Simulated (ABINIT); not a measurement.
Al2Cu:

```
CELL_PARAMETERS angstrom
4.10518 0.00000 0.00000
0.00000 4.10518 0.00000
0.00000 0.00000 2.89131
ATOMIC_POSITIONS crystal
Cu 0.00000 0.00000 0.00000
Al 0.00000 0.50000 0.50000
Al 0.50000 0.00000 0.50000
```

The cell comes from a database or a generator and needn't be the stable form of this composition.

```yaml
Program: ABINIT 10.8.3 (patched build)
Task: relaxation of cell and atoms
Functional: LDA
Potentials_or_basis: JTH PAW LDA v2.0
Cutoff: 707 eV
k_mesh: 7 × 7 × 9
Occupations: fermi-dirac, width 0.05 eV
Spin: no spin polarisation
```

At the start: pressure -5.2 GPa; volume 16.24 Å³/atom.

**Question.** How do energy, volume and symmetry change on relaxing?

**Answer.** Over 6 steps the energy falls by 15.7 meV/atom and the volume is 15.35 Å³/atom (-5.5 %); space group P4/mmm (No. 123, to 0.05 Å).

The path:
```csv
step,energy change (eV),largest force (eV/Å),pressure (GPa),volume (Å³)
1,0.0000,0.0000,-5.18,48.73
2,-0.0221,0.0000,-3.87,47.96
3,-0.0467,0.0000,0.47,45.85
4,-0.0470,0.0000,-0.01,46.06
5,-0.0470,0.0000,-0.01,46.06
6,-0.0471,0.0000,0.00,46.06
```

Final structure:
```
Cu Al
1.0
     4.04198    0.00000    0.00000
     0.00000    4.04198    0.00000
     0.00000    0.00000    2.81918
Cu Al
1 2
Direct
  0.00000 0.00000 0.00000
  0.00000 0.50000 0.50000
  0.50000 0.00000 0.50000
```
